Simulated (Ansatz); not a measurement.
input.yaml (Ansatz)

```yaml
crystal:
  lattice:
    - [-3.3474325794, 2.9998521462, 1.3814848784]
    - [2.9998521462, -3.3474325794, 1.3814848784]
    - [3.5204295223, 3.5204295223, -2.0180790785]
  atoms:
    - { symbol: Se, position: [0.0669812877, 0.9330187123, 1.0] }
    - { symbol: Se, position: [0.6830187123, 0.3169812877, 0.5] }
hamiltonian:
  xc: pbe
  pseudopotentials:
    kind: paw
    azcp:
      Se: "pseudopotentials/Se.paw.azcp"
basis:
  ecutwfc: 420
  fft_grid_basis: typed
kpoints:
  mp_grid: { grid: [15, 15, 8], shift: [0, 0, 0] }
magnetization:
  spin_polarized: false
scf:
  occupations: { method: fermi_dirac, width: 0.1 }
  lower_state_search: "off"
output:
  stress: true
```

Terminal output

```
Engine: ansatz 0.2.0, x86_64-unknown-linux-gnu
Pseudopotentials: kind: paw
Pseudopotential: Se, paw, valence charge 16, recommended cutoff 420 eV (normal) 
Functional definition: PBE
  parameter kappa = 0.804
  parameter beta = 0.06672455060314922
  exchange = pbe_x(kappa = kappa, mu = beta*pi^2/3)
  correlation = pbe_c(beta = beta)
Crystal: 2 atoms, lattice volume = 57.287 Å³
Basis set: ecut = 420 eV, 1099 PW (Γ)
Bands: 20, of which v1, the nominal top of the filled ones, is band 16 counted from 1 (15 counted from 0)
Symmetry: 4 space group operations
Space group: C2/c (ITA 15), of the structure as read, at distance tolerance 3.9e-5 Å
k-points: 488 of 1800
Non-local potential: Se, projectors of the file, l = 0: 2, l = 1: 2, l = 2: 3, l = 3: 1
PAW form: soft (Blöchl's): semilocal exchange-correlation on the pseudo side does not see the compensation charge
PAW one-centre angular grid: Se, 590 points (default); XC on 64 Gauss nodes
Initial density: superposition of atomic densities (neutral atoms: chi_scale 0, normalization atom), corrected by the library's trained network
Initial wavefunctions: pseudopotential atomic-orbital guess
Functional: x = pbe(κ = 0.804, μ = 0.2195149727645171), c = pbe(β = 0.06672455060314922)
SCF iter   1: F=—  HF=-10937.837758 eV  |F-HF|=—  |Δ(HF+E_count)|=         —  Δρ=1.59e-3  dr2=1.08e-3  ethr=1.77e-3  ⟨swp⟩=5.1  Hψ=45035  notcnv=0
SCF iter   2: F=—  HF=-10937.838300 eV  |F-HF|=—  |Δ(HF+E_count)|=   5.42e-4  Δρ=2.69e-4  dr2=3.22e-5  ethr=3.36e-6  ⟨swp⟩=2.0  Hψ=16473  notcnv=0
SCF iter   3: F=—  HF=-10937.838308 eV  |F-HF|=—  |Δ(HF+E_count)|=   8.22e-6  Δρ=6.36e-5  dr2=1.69e-6  ethr=1.01e-7  ⟨swp⟩=2.0  Hψ=12697  notcnv=0
SCF iter   4: F=—  HF=-10937.838308 eV  |F-HF|=—  |Δ(HF+E_count)|=   2.16e-7  Δρ=1.80e-5  dr2=1.48e-7  ethr=5.27e-9  ⟨swp⟩=2.0  Hψ=17580  notcnv=0
iter 5 did not close the SCF: its close was put off for the readings that it lacked (scf_convergence_deferred on its scf_iter line)
SCF iter   5: F=-10937.838308 eV  HF=-10937.838308 eV  |F-HF|=7.08e-9  |Δ(HF+E_count)|=   5.15e-8  Δρ=4.07e-6  dr2=8.37e-9  ethr=4.63e-10  ⟨swp⟩=2.0  Hψ=17566  notcnv=0
SCF iter   6: F=-10937.838308 eV  HF=-10937.838308 eV  |F-HF|=1.13e-10  |Δ(HF+E_count)|=   3.31e-9  Δρ=9.40e-7  dr2=4.70e-10  ethr=2.61e-11  ⟨swp⟩=1.6  Hψ=30681  notcnv=0
SCF 1 converged in 6 iterations: F = -10937.838308 eV  dr2 = 4.70e-10
SCF converged after 6 iterations
Free energy (F): -10937.838308 eV
Harris-Foulkes:  -10937.838308 eV  (|F-HF|=1.13e-10)
Internal energy: -10937.816341 eV  (E = F + TS)
E sigma→0 (E₀):  -10937.827324 eV
Entropy (-TS):   -0.021967 eV (-10.984 meV/atom)
Fermi energy:    6.514483 eV
--- Per-component energies (eV) ---
  E_band       = -836.430510
  E_kinetic    = 234.177419
  E_local      = -5475.354794  (includes V_loc(G=0)·N_el)
  E_nonlocal   = -1188.424833
  E_hartree    = 2676.635337
  E_xc         = -207.185290
  E_vxc        = -194.631105  (∫ρ·V_xc dr)
  E_paw        = -3824.208983  (= ΣΔE_a)
  E_vpaw       = 434.533261  (= ΣTr[D̂ρ^β])
  E_aug_tail   = -0.001173  (compensation charges beyond the density's cutoff)
  E_ewald      = -3153.454022
  E_smearing   = -0.021967  (= −TS)
  E_closure    = 0.000000  (closes the sum)
  Σ components = -10937.838308   (vs F -10937.838308, Δ=0.00e0)
--- Stress (GPa, compression-positive) ---
        1.760544       1.405779       0.176751
        1.405779       1.760544       0.176751
        0.176751       0.176751       2.437673
  P = ⅓ Tr σ = 1.9863 GPa (19.863 kbar)
```

Launched by

```sh
ansatz run input.yaml --threads 1 --pin off --max-ram 3584MiB --backend cpu --events-out ev --progress --plain --runs-dir out
```

On 1 thread of Intel(R) Xeon(R) Platinum 8259CL CPU @ 2.50GHz (Skylake/Cascade Lake) (shared host) this took about 44 s of wall time and 38 s of CPU time.
